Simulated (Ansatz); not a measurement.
Ge:

```
Ge
1.0
     1.48805   -2.59469    0.00000
     1.48805    2.59469    0.00000
     0.00000    0.00000    4.72760
Ge
2
Direct
  0.66655 0.33345 0.25000
  0.33345 0.66655 0.75000
```

This isn't the form of Ge at room conditions, which is diamond.

The cell isn't the ideal one: the cell as VASP's run set it.

Base run:

| Property | Result |
| --- | --- |
| Program | Ansatz 0.2.0 |
| Functional | PBE |
| Potentials or basis | all-electron LAPW, scalar-relativistic |
| Cutoff | 199 eV (chosen from the basis error) |
| Basis error allowed | 0.001 eV/atom |
| k mesh | 10 × 10 × 6 |
| Occupations | gaussian, width 0.05 eV |
| Spin | no spin polarisation |

Its results: band gap on the k mesh none (metal or under the smearing width); pressure 4.4 GPa.

**Question.** The run is repeated on the same cell with these changes: functional from PBE to LDA; occupations from gaussian, width 0.05 eV to gaussian, width 0.1 eV. What comes out?

**Answer.** Band gap on the k mesh none (metal or under the smearing width); pressure -1.2 GPa.
